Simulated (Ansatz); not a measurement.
# Yb (bcc type): a single-point run

Wanted: a converged single-point run for Yb (bcc type), and a check of what comes out.

Computed with Ansatz 0.2.0 (DFT, PBE, all-electron PAW with datasets made for the crystal, scalar-relativistic, unless a step's input says otherwise).

2 further runs of the same task are left out: 2 that didn't finish.

### 1 The starting structure

The structure is cubic, space group Im-3m (No. 229). Conventional cell: a = 4.106 Å, b = 4.106 Å, c = 4.106 Å, α = 90.00°, β = 90.00°, γ = 90.00°. Around Yb (site symmetry m-3m) lie 8 Yb at 3.56 Å.

As a file:

```xyz
1
Lattice="-2.0532 2.0532 2.0532 2.0532 -2.0532 2.0532 2.0532 2.0532 -2.0532" Properties=species:S:1:pos:R:3 pbc="T T T"
Yb    0.0000    0.0000    0.0000
```

### 2 Input and run

File input.yaml:

```yaml
crystal:
  lattice:
    - [-2.0532432949, 2.0532432949, 2.0532432949]
    - [2.0532432949, -2.0532432949, 2.0532432949]
    - [2.0532432949, 2.0532432949, -2.0532432949]
  atoms:
    - { symbol: Yb, position: [0.0, 0.0, 0.0] }
kpoints:
  mp_grid: { grid: [14, 14, 14] }
scf:
  occupations: { method: methfessel_paxton, width: 1.0 }
  max_iter: 60
hamiltonian:
  xc: pbe
  pseudopotentials: { kind: all_electron, datasets: crystal }
output:
  forces: true
  stress: true
  eigenvalues: true
```

Command:

```sh
> ansatz run input.yaml --threads 1 --pin off --max-ram 3072MiB --backend cpu --events-out ev --progress --plain --runs-dir out
```

**Question.** How will this run end, and is anything wrong with its input?

This run ends as converged, with warnings (crystal datasets made). Convergence says nothing about whether the input makes sense.

In the input, scf.occupations.method is methfessel_paxton; scf.occupations.width is 1.0. A smearing this wide moves electrons out of filled levels into empty ones.

The test: set scf.occupations.method to fermi_dirac and scf.occupations.width to 0.08.
